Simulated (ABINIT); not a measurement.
# SnTe (Fm-3m) in ABINIT: settings compared, part 2 of 2

ABINIT 10.8.3 (patched build).

### 4 Equation of state, AM05

File run.abi:

```
# Datasets: one volume each
ndtset 7
getwfk -1
scalecart1 3*0.9795861087
scalecart2 3*0.9864848297
scalecart3 3*0.9932883884
scalecart4 3*1.0000000000
scalecart5 3*1.0066227096
scalecart6 3*1.0131594038
scalecart7 3*1.0196128224

# Pseudopotentials
pp_dirpath "./"
pseudos "Te.GGA_PBE-JTH.xml, Sn.GGA_PBE-JTH.xml"

# Structure
acell 3*1.0 Angstrom
rprim
     0.0000000000     3.1508500000     3.1508500000
     3.1508500000     0.0000000000     3.1508500000
     3.1508500000     3.1508500000     0.0000000000
ntypat 2
znucl 52 50
natom 2
typat 1 2
xred
     0.5000000000     0.5000000000     0.5000000000
     0.0000000000     0.0000000000     0.0000000000

# Plane-wave basis
ecut 15.0
pawecutdg 30.0

# k points
kptopt 1
ngkpt 7 7 7
nshiftk 1
shiftk 0.0 0.0 0.0

# Exchange and correlation
ixc -120135

# Bands and occupations
nband 14
occopt 3
tsmear 0.00183747

# SCF cycle
nstep 100
tolvrs 1.0e-9

# Output
iomode 3
prtwf 1
prtden 0
prteig 0
prtebands 0
enunit 2
```

Potentials or basis: JTH PAW PBE v2.0.

Started as:

```bash
> abinit run.abi > log 2>&1
```

run.abo:

```text
.Version 10.8.3 of ABINIT
 DATASET    1 : space group Fm -3 m (#225); Bravais cF (face-center cubic)
================================================================================
 Values of the parameters that define the memory need for DATASET  1.
     intxc =       0    ionmov =       0      iscf =      17    lmnmax =      18
     lnmax =       6     mgfft =      30  mpssoang =       3    mqgrid =    3001
     natom =       2  nloc_mem =       2    nspden =       1   nspinor =       1
    nsppol =       1      nsym =      48    n1xccc =       1    ntypat =       2
    occopt =       3   xclevel =       2
       mpw =        1117          nfft =       27000          nkpt =          20
 PAW method is used; the additional fine FFT grid is defined by:
   mgfftf=        45    nfftf =     91125
================================================================================
================================================================================
[... 71 lines left out ...]
 DATASET    7 : space group Fm -3 m (#225); Bravais cF (face-center cubic)
================================================================================
 Values of the parameters that define the memory need for DATASET  7.
     intxc =       0    ionmov =       0      iscf =      17    lmnmax =      18
     lnmax =       6     mgfft =      30  mpssoang =       3    mqgrid =    3001
     natom =       2  nloc_mem =       2    nspden =       1   nspinor =       1
    nsppol =       1      nsym =      48    n1xccc =       1    ntypat =       2
    occopt =       3   xclevel =       2
       mpw =        1267          nfft =       27000          nkpt =          20
 PAW method is used; the additional fine FFT grid is defined by:
[... 1433 lines left out ...]
            acell      1.8897261259E+00  1.8897261259E+00  1.8897261259E+00 Bohr
           etotal1    -7.8045348852E+01
           etotal2    -7.8046053263E+01
           etotal3    -7.8046442217E+01
           etotal4    -7.8046546936E+01
           etotal5    -7.8046400084E+01
           etotal6    -7.8046023801E+01
           etotal7    -7.8045438852E+01
            fcart1    -0.0000000000E+00 -0.0000000000E+00 -0.0000000000E+00
                      -0.0000000000E+00 -0.0000000000E+00 -0.0000000000E+00
            fcart2    -0.0000000000E+00 -0.0000000000E+00 -0.0000000000E+00
                      -0.0000000000E+00 -0.0000000000E+00 -0.0000000000E+00
            fcart3    -0.0000000000E+00 -0.0000000000E+00 -0.0000000000E+00
                      -0.0000000000E+00 -0.0000000000E+00 -0.0000000000E+00
            fcart4    -0.0000000000E+00 -0.0000000000E+00 -0.0000000000E+00
                      -0.0000000000E+00 -0.0000000000E+00 -0.0000000000E+00
            fcart5    -0.0000000000E+00 -0.0000000000E+00 -0.0000000000E+00
                      -0.0000000000E+00 -0.0000000000E+00 -0.0000000000E+00
[... 38 lines left out ...]
                       0.0000000000E+00  0.0000000000E+00  0.0000000000E+00
           xangst1     3.0865288906E+00  3.0865288906E+00  3.0865288906E+00
                       0.0000000000E+00  0.0000000000E+00  0.0000000000E+00
           xangst2     3.1082657257E+00  3.1082657257E+00  3.1082657257E+00
                       0.0000000000E+00  0.0000000000E+00  0.0000000000E+00
           xangst3     3.1297027186E+00  3.1297027186E+00  3.1297027186E+00
                       0.0000000000E+00  0.0000000000E+00  0.0000000000E+00
           xangst4     3.1508500000E+00  3.1508500000E+00  3.1508500000E+00
                       0.0000000000E+00  0.0000000000E+00  0.0000000000E+00
           xangst5     3.1717171645E+00  3.1717171645E+00  3.1717171645E+00
                       0.0000000000E+00  0.0000000000E+00  0.0000000000E+00
           xangst6     3.1923133075E+00  3.1923133075E+00  3.1923133075E+00
                       0.0000000000E+00  0.0000000000E+00  0.0000000000E+00
           xangst7     3.2126470615E+00  3.2126470615E+00  3.2126470615E+00
                       0.0000000000E+00  0.0000000000E+00  0.0000000000E+00
             xred      5.0000000000E-01  5.0000000000E-01  5.0000000000E-01
                       0.0000000000E+00  0.0000000000E+00  0.0000000000E+00
 Calculation completed.
```

It took 94 s on 1 thread of Arm Neoverse V1, shared host; peak memory 0.14 GiB.

Results:

```yaml
Equilibrium_volume: 31.22 Å³/atom
Bulk_modulus: 45 GPa
Pressure_derivative_of_the_bulk_modulus: 4.3
```

Energy against volume, from the lowest point:
```
volume (Å³/atom)  energy (meV/atom)
          29.404              16.30
          30.030               6.72
          30.656               1.42
          31.281               0.00
          31.907               2.00
          32.532               7.12
          33.158              15.08
```

Caveat: the cutoff is too short for stress, so the log's stress isn't used; pressures at fixed basis lie under the slope of the energies; the PAW data sets were made with another functional, which shifts forces and pressure a little. The run has no spin-orbit coupling, so splittings on Te are missing.

### 5 Equation of state, LDA

run.abi, as its differences from that of step 4:

```diff
@@ -13,10 +13,10 @@
 pp_dirpath "./"
-pseudos "Te.GGA_PBE-JTH.xml, Sn.GGA_PBE-JTH.xml"
+pseudos "Te.LDA_PW-JTH.xml, Sn.LDA_PW-JTH.xml"
 
 # Structure
-acell 3*1.0 Angstrom
+acell 4.455974803 4.455974803 4.455974803 Angstrom
 rprim
-     0.0000000000     3.1508500000     3.1508500000
-     3.1508500000     0.0000000000     3.1508500000
-     3.1508500000     3.1508500000     0.0000000000
+     0.0000000000     0.7071067812     0.7071067812
+     0.7071067812     0.0000000000     0.7071067812
+     0.7071067812     0.7071067812     0.0000000000
 ntypat 2
@@ -40,3 +40,3 @@
 # Exchange and correlation
-ixc -120135
+ixc 7
 
@@ -57,2 +57,2 @@
 prtebands 0
-enunit 2
+enunit 1
```

Potentials or basis: JTH PAW LDA v2.0.

Started as:

```bash
> abinit run.abi > log 2>&1
```

Run time: 60 s. Hardware: 1 thread of Arm Neoverse V1, shared host; peak memory 0.12 GiB.

The run converged. Its results:

```
Equilibrium volume                      : 30.23 Å³/atom
Bulk modulus                            : 50 GPa
Pressure derivative of the bulk modulus : 4.2
```

Energy against volume, from the lowest point:
```csv
volume (Å³/atom),energy (meV/atom)
29.404,3.51
30.030,0.00
30.656,0.71
31.281,5.22
31.907,13.09
32.532,24.01
33.158,37.71
```

Caveat: the cutoff is too short for stress, so the log's stress isn't used; pressures at fixed basis lie under the slope of the energies. LDA usually gives volumes a few per cent too small.

### 6 The runs side by side

| task | level | potentials or basis | V0 of scaled cells (Å³/atom) | B0 (GPa) |
| --- | --- | --- | --- | --- |
| equation of state | BP86+D3(BJ) | JTH PAW PBE v2.0 | 29.75 | 55 |
| band structure | PBEsol | JTH PAW PBE v2.0 sp | - | - |
| equation of state | AM05 | JTH PAW PBE v2.0 | 31.22 | 45 |
| equation of state | LDA | JTH PAW LDA v2.0 | 30.23 | 50 |

Alike in all rows: no spin polarisation; cell as given; k mesh 7 × 7 × 7; cutoff (eV) 408; smearing fermi-dirac 0.05 eV.

Caveats: pressures at fixed basis lie under the slope of the energies (some runs); the PAW data sets were made with another functional, which shifts forces and pressure a little (some runs); this set keeps more shells in the core, which shifts pressures and gaps (some runs).

Total energies depend on the potentials used, so only differences within one code and one set of settings carry meaning.
